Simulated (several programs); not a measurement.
# What each method gives for CsBr (Pm-3m)

CsBr (started from an entry of an open crystallographic database), relaxed with r2SCAN in Ansatz, was computed with several methods. It is cubic, Pm-3m (No. 221); conventional cell a = 4.320 Å, 40.30 Å³ an atom. Cs is surrounded by 8 Br at 3.74 Å; Br is surrounded by 8 Cs at 3.74 Å. The values are computed, spin-unpolarised, and not measurements.

```cif
data_structure
_symmetry_space_group_name_H-M 'Pm-3m'
_symmetry_Int_Tables_number 221
_cell_length_a 4.3196
_cell_length_b 4.3196
_cell_length_c 4.3196
_cell_angle_alpha 90.000
_cell_angle_beta 90.000
_cell_angle_gamma 90.000
_cell_volume 80.60
loop_
_atom_site_label
_atom_site_type_symbol
_atom_site_symmetry_multiplicity
_atom_site_Wyckoff_symbol
_atom_site_fract_x
_atom_site_fract_y
_atom_site_fract_z
_atom_site_occupancy
Cs1 Cs 1 a 0.00000 0.00000 0.00000 1
Br1 Br 1 b 0.50000 0.50000 0.50000 1
```

Gaps and times are for a single point on this cell; volume and bulk modulus come from each method's own relaxation or energy curve at fixed shape. Times are rough, from shared hosts (Arm Neoverse N1; Arm Neoverse V1), and each method has its own mesh and cell size. PM6 (MOPAC), PM7 (MOPAC), GFN2-xTB (tblite) treat a cluster of cells at its zone centre, which samples few k points: where these miss a band edge, the gap comes out too large for that reason alone. Gaps from k meshes are read at a limited set of points (mesh, symmetry points, PBE's band edges), so each method's own least gap may be somewhat smaller. Force fields have no electrons; where one was fitted to this phase, its volume and modulus reflect the fit. xTB and the PM methods were fitted mostly to molecules, and can miss a solid's gap by electronvolts. Minimal bases can be far off for gaps. Times of the plane-wave rungs are withheld (a dash), since they come from other jobs, hosts and meshes; the meshes of hybrids and Hartree-Fock don't converge their gaps to the digits shown. GLLB-SC's gap includes the derivative discontinuity. G0W0 is at finite bands, cutoff and mesh. d marks a direct gap, i an indirect one (no mark: not told apart), a dash a value that wasn't computed or didn't pass its checks.

```csv
method,kind,gap (eV),own volume (Å³/atom),bulk modulus (GPa),atoms computed,processor time
PBEsol,semilocal,–,38.28,–,2,–
ffield.eim (LAMMPS),force field,–,–,–,2,0.17 s
"light PBE (260 eV, its own mesh)",light plane-wave,4.41 i,–,–,2,0.94 s
PM7 (MOPAC),semi-empirical,3.95,–,–,cluster,1.4 s
PM6 (MOPAC),semi-empirical,6.63,–,–,cluster,1.6 s
GFN2-xTB (tblite),tight binding,8.07,–,–,cluster,2.1 s
LDA,semilocal,4.05 i,35.49,–,2,–
PBE,semilocal,4.44 i,42.28,12,2,–
r2SCAN,semilocal,5.20 d,40.30,15,2,–
PBE/SZV (CP2K),small basis,3.57 i,–,–,2,8.3 s
GLLB-SC (GPAW),model potential,8.20,–,–,2,9.1 s
PBE+SOC,semilocal,4.27 d,–,–,2,–
PBE/DZVP (CP2K),small basis,4.49 i,42.44,13,2,18 s
G0W0@r2SCAN (180 eV screening cutoff),many-body,7.08,–,–,2,–
G0W0@PBE (260 eV screening cutoff),many-body,6.79,–,–,2,–
G0W0@HSE06 (180 eV screening cutoff),many-body,7.29,–,–,2,–
DDH-PBE0,hybrid,6.93 d,–,–,2,–
G0W0@PBE0 (180 eV screening cutoff),many-body,7.51,–,–,2,–
PBE/single zeta (GPAW),small basis,4.35 i,–,–,2,64 s
r2SCAN0,hybrid,6.74 d,–,–,2,–
PBE0,hybrid,6.31 d,–,–,2,–
HSE06,hybrid,5.61 d,41.37,–,2,–
Hartree-Fock,exact exchange,12.29 d,–,–,2,–
G0W0@LDA (140 eV screening cutoff),many-body,6.53,–,–,2,–
HSE06+SOC,hybrid,5.42 d,–,–,2,–
```

Against HSE06 (5.61 eV) the nearest gap at the points sampled is that of HSE06+SOC (-0.19 eV) and the farthest that of Hartree-Fock (+6.68 eV). HSE06 is only a yardstick of convenience: for gaps this wide it usually falls short of measured ones, so a larger value can be the better one.

Volumes against r2SCAN's: PBEsol -5.0 %, LDA -11.9 %, PBE +4.9 %, PBE/DZVP (CP2K) +5.3 %, HSE06 +2.6 %.

Runs without a result: GFN1-xTB (tblite) (single point).

Only the rows marked +SOC include spin-orbit coupling.
